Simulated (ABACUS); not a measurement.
# NaCl (Fm-3m) in ABACUS: notebook, part 2 of 2

ABACUS 3.10.1. The steps go on from the part before.

### Step 3. Single point, RPBE

Input file INPUT:

```
INPUT_PARAMETERS
suffix              NaCl
calculation         scf
basis_type          pw
pseudo_dir          ./
symmetry            1
dft_functional      GGA_X_RPBE+GGA_C_PBE
ecutwfc             55
pseudo_rcut         10
nspin               1
nbands              18
ks_solver           dav
smearing_method     fd
smearing_sigma      0.00367493
scf_thr             1e-08
scf_nmax            100
mixing_type         broyden
mixing_beta         0.7
cal_force           1
cal_stress          1
ecutrho             440
out_chg             1
out_pot             2
out_elf             0
kpar                4
```

Input file STRU:

```
ATOMIC_SPECIES
Cl 35.4500 cl_pbe_v1.4.uspp.F.UPF
Na 22.9898 na_pbe_v1.5.uspp.F.UPF

LATTICE_CONSTANT
7.4670677708

LATTICE_VECTORS
0.0000000000 0.7071067812 0.7071067812
0.7071067812 0.0000000000 0.7071067812
0.7071067812 0.7071067812 0.0000000000

ATOMIC_POSITIONS
Cartesian

Cl
0.0
1
0.7071067812 0.7071067812 0.7071067812 1 1 1

Na
0.0
1
0.0000000000 0.0000000000 0.0000000000 1 1 1
```

Input file KPT:

```
K_POINTS
0
Gamma
6 6 6 0 0 0
```

Potentials or basis: SSSP 1.3 efficiency PBE, plane waves.

Started as:

```
$ OMP_NUM_THREADS=1 mpirun -np 4 abacus > log
```

Run time: 20 s. Hardware: 4 MPI ranks of AMD EPYC 9R14 (Zen 4), shared host; peak memory 0.92 GiB.

The run converged. Its results:

```
Free energy            : -1755.4735 eV
Pressure               : 3.6 GPa
Band gap on the k mesh : 5.55 eV, direct
```

Levels at points of the mesh, in eV from the valence-band top:
```csv
k point,band 4,band 5,band 6,band 7,band 8,band 9,band 10,band 11,band 12,band 13
"(0.00, 0.00, 0.00)",-20.84,-12.70,0.00,0.00,0.00,5.55,11.25,11.25,11.25,13.30
"(0.50, 0.50, 0.50)",-20.84,-12.35,-1.93,-0.27,-0.27,7.60,11.14,11.16,11.16,15.55
"(0.50, 0.50, 0.00)",-20.85,-12.30,-1.67,-0.60,-0.60,7.87,8.29,11.82,15.16,15.35
```

Caveat: the potentials were made for another functional, which shifts forces and pressure. Expect the measured gap to be larger: semilocal functionals such as RPBE lack the derivative discontinuity.

### Step 4. Relaxation of cell and atoms, RPBE

Input file run_abacus.py:

```python
"""Relaxation by an ASE optimiser with ABACUS as a small file-based calculator."""
import re
import subprocess
import spglib
from ase import Atoms
import numpy as np
from ase.calculators.calculator import Calculator, all_changes
from ase.filters import FrechetCellFilter
from ase.io import read
from ase.optimize import BFGSLineSearch
from ase.stress import full_3x3_to_voigt_6_stress
from ase.units import Bohr, GPa

atoms = read("NaCl.cif")
cell, frac, numbers = spglib.standardize_cell((atoms.cell[:], atoms.get_scaled_positions(), atoms.numbers), to_primitive=True, symprec=1e-4)
atoms = Atoms(numbers=numbers, cell=cell, scaled_positions=frac, pbc=True)  # the primitive cell
atoms = atoms[(-atoms.numbers).argsort(kind="stable")]  # ABACUS lists atoms element by element
pseudo = {'Cl': 'cl_pbe_v1.4.uspp.F.UPF', 'Na': 'na_pbe_v1.5.uspp.F.UPF'}
orbital = {}
magmoms = None
kmesh = [6, 6, 6]
params = {
    'suffix': 'NaCl',
    'calculation': 'scf',
    'basis_type': 'pw',
    'pseudo_dir': './',
    'symmetry': 1,
    'dft_functional': 'GGA_X_RPBE+GGA_C_PBE',
    'ecutwfc': 55,
    'pseudo_rcut': 10,
    'nspin': 1,
    'nbands': 12,
    'ks_solver': 'dav',
    'smearing_method': 'fd',
    'smearing_sigma': 0.00367493,
    'scf_thr': 1e-08,
    'scf_nmax': 100,
    'mixing_type': 'broyden',
    'mixing_beta': 0.7,
    'cal_force': 1,
    'cal_stress': 1,
    'ecutrho': 440,
    'kpar': 4,
}

def write_input(atoms):
    symbols = atoms.get_chemical_symbols()
    elements = list(dict.fromkeys(symbols))
    lines = ["ATOMIC_SPECIES"] + [f"{e} {atoms.get_masses()[symbols.index(e)]:.4f} {pseudo[e]}" for e in elements]
    if orbital:
        lines += ["", "NUMERICAL_ORBITAL"] + [orbital[e] for e in elements]
    lines += ["", "LATTICE_CONSTANT", f"{1 / Bohr:.10f}", "", "LATTICE_VECTORS"]
    lines += [" ".join(f"{x:.10f}" for x in v) for v in atoms.cell]
    lines += ["", "ATOMIC_POSITIONS", "Direct"]
    for e in elements:
        lines += ["", e, "0.0", str(symbols.count(e))]
        for i, p in enumerate(atoms.get_scaled_positions(wrap=False)):
            if symbols[i] == e:
                mag = "" if magmoms is None else " mag " + " ".join(str(x) for x in (magmoms[i] if isinstance(magmoms[i], list) else [magmoms[i]]))
                lines.append(" ".join(f"{x:.10f}" for x in p) + " 1 1 1" + mag)
    open("STRU", "w").write("\n".join(lines) + "\n")
    open("KPT", "w").write("K_POINTS\n0\nGamma\n%d %d %d 0 0 0\n" % tuple(kmesh))
    open("INPUT", "w").write("INPUT_PARAMETERS\n" + "".join(f"{k:<20s}{v}\n" for k, v in params.items()))

class Abacus(Calculator):
    implemented_properties = ["energy", "free_energy", "forces", "stress"]

    def calculate(self, atoms=None, properties=("energy",), system_changes=all_changes):
        super().calculate(atoms, properties, system_changes)
        write_input(self.atoms)
        subprocess.run(['mpirun', '-np', '4', 'abacus'], check=True)
        log = open("OUT.NaCl/running_scf.log").read()
        if "charge density convergence is achieved" not in log:
            raise RuntimeError("SCF not converged")
        rows = lambda title, n: np.array([l.split()[-3:] for l in log.split(title)[-1].split("\n")[2:2 + n]], float)
        energy = float(re.findall(r"FINAL_ETOT_IS (\S+)", log)[-1])
        stress = -rows("TOTAL-STRESS", 3) / 10 * GPa  # ABACUS prints kbar, compression positive
        self.results = dict(energy=energy, free_energy=energy, forces=rows("TOTAL-FORCE", len(self.atoms)), stress=full_3x3_to_voigt_6_stress(stress))

atoms.calc = Abacus()
opt = BFGSLineSearch(FrechetCellFilter(atoms), logfile="opt.log", trajectory="relax.traj")
print("optimiser converged:", opt.run(fmax=0.02, steps=60))
```

NaCl.cif is that of step 2.

Started as:

```
$ OMP_NUM_THREADS=1 python run_abacus.py > log
```

Run time: 84 s. Hardware: 4 MPI ranks of AMD EPYC 9R14 (Zen 4), shared host; peak memory 1 GiB.

Results (log left out):

- Free energy: -1755.5374 eV
- Relaxed volume: 24.98 Å³/atom
- Relaxed cell: a = 4.134 Å, b = 4.134 Å, c = 4.134 Å, α = 60.00°, β = 60.00°, γ = 60.00°
- Space group after relaxing (to 0.05 Å): Fm-3m (No. 225)
- Energy gained by relaxing: 32.0 meV/atom
- Ionic steps: 4
- Pressure after relaxing: 0.0 GPa
- Band gap on the k mesh: 5.05 eV, direct

The path:
```csv
step,energy change (eV),largest force (eV/Å),pressure (GPa),volume (Å³)
1,0.0000,0.0000,3.64,43.63
2,-0.0515,0.0000,1.40,46.99
3,-0.0637,0.0000,0.19,49.52
4,-0.0639,0.0000,0.01,49.95
```

Final structure:
```
CELL_PARAMETERS angstrom
0.00000 2.92312 2.92312
2.92312 0.00000 2.92312
2.92312 2.92312 0.00000
ATOMIC_POSITIONS crystal
Cl 0.50000 0.50000 0.50000
Na 0.00000 0.00000 0.00000
```

Levels at points of the mesh, in eV from the valence-band top:
| k point | band 6 | band 7 | band 8 | band 9 | band 10 | band 11 |
| --- | --- | --- | --- | --- | --- | --- |
| (0.00, 0.00, 0.00) | 0.00 | 0.00 | 0.00 | 5.05 | 11.11 | 11.11 |
| (0.50, 0.50, 0.50) | -1.56 | -0.20 | -0.20 | 7.36 | 10.05 | 10.84 |
| (0.50, 0.50, 0.00) | -1.34 | -0.48 | -0.48 | 7.47 | 8.39 | 10.89 |

Caveat: the potentials were made for another functional, which shifts forces and pressure.

### Step 5. The runs side by side

```csv
task,level,potentials or basis,cell,k mesh,cutoff (eV),optimiser,force threshold,max steps,cell moves,gap on the mesh (eV),pressure (GPa)
relaxation of cell and atoms,SCAN,"SG15 ONCV 1.2 PBE, plane waves",relaxed,5 × 5 × 5,1401,ASE BFGSLineSearch,0.03 eV/Å,60,yes,5.92,0.0
single point,RPBE,"SSSP 1.3 efficiency PBE, plane waves",as given,6 × 6 × 6,748,-,-,-,-,5.55,3.6
relaxation of cell and atoms,RPBE,"SSSP 1.3 efficiency PBE, plane waves",relaxed,6 × 6 × 6,748,ASE BFGSLineSearch,0.02 eV/Å,60,yes,5.05,0.0
```

Alike in all rows: no spin polarisation; smearing fermi-dirac 0.05 eV.

Caveats: the potentials were made for another functional, which shifts forces and pressure; the relaxation stopped at its first step, so nothing moved (some runs).

Total energies depend on the potentials used, so only differences within one code and one set of settings carry meaning.
